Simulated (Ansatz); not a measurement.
The system is MnO2.

```
Mn O
1.0
     2.90416    0.00000    0.00000
     0.00000    3.84481    0.00000
     0.00000    0.00000    6.16426
Mn O
2 4
Direct
  0.50000 0.50000 0.34330
  0.00000 0.00000 0.65670
  0.50000 0.00000 0.83757
  0.00000 0.50000 0.16243
  0.50000 0.00000 0.42180
  0.00000 0.50000 0.57820
```

Measurements of this composition are mostly on another form, of space group No. 136.

```yaml
Program: Ansatz 0.2.0
Task: relaxation of cell and atoms
Functional: r2SCAN
Potentials_or_basis: Ansatz PAW
Cutoff: "500 eV (not typed: the program's choice for these potentials)"
k_mesh: 9 × 7 × 5
Occupations: fermi-dirac, width 0.05 eV
Spin: collinear spin, ferromagnetic start
Starting_moments: "[4.0, 4.0, 0.0, 0.0, 0.0, 0.0] μB"
```

At the start: volume 11.47 Å³/atom.

**Question.** Where does the relaxation end?

**Answer.** It ends after 7 steps and the volume is 10.58 Å³/atom (-7.8 %); space group Pmmn (No. 59, to 0.05 Å); moment 6.00 μB per cell.

Step by step:
| step | energy change (eV) | largest force (eV/Å) | volume (Å³) |
| --- | --- | --- | --- |
| 1 | 0.0000 | 1.0570 | 68.83 |
| 2 | -0.1699 | 0.6514 | 65.24 |
| 3 | -0.2140 | 0.0775 | 62.72 |
| 4 | -0.2152 | 0.0238 | 63.44 |
| 5 | -0.2153 | 0.0067 | 63.43 |
| 6 | -0.2153 | 0.0057 | 63.46 |
| 7 | -0.2104 | 0.0047 | 63.46 |

Final structure:
```xyz
6
Lattice="2.8183 0.0000 0.0000 0.0000 3.7539 0.0000 0.0000 0.0000 5.9987" Properties=species:S:1:pos:R:3 pbc="T T T"
Mn    1.4092    1.8769    2.0495
Mn    0.0000    0.0000    3.9492
O     1.4092    0.0000    5.0420
O     0.0000    1.8769    0.9567
O     1.4092    0.0000    2.5039
O     0.0000    1.8769    3.4948
```

Caveat: the magnetic or orbital state may not be the lowest; the plane-wave basis is chosen anew once the cell has moved, so the energies of steps on either side of that aren't comparable; only a ferromagnetic start was run, and an antiferromagnetic order may lie lower in energy; the PAW data sets come from PBE, with cores solved anew for the run's functional, which leaves a small shift of forces and pressure.
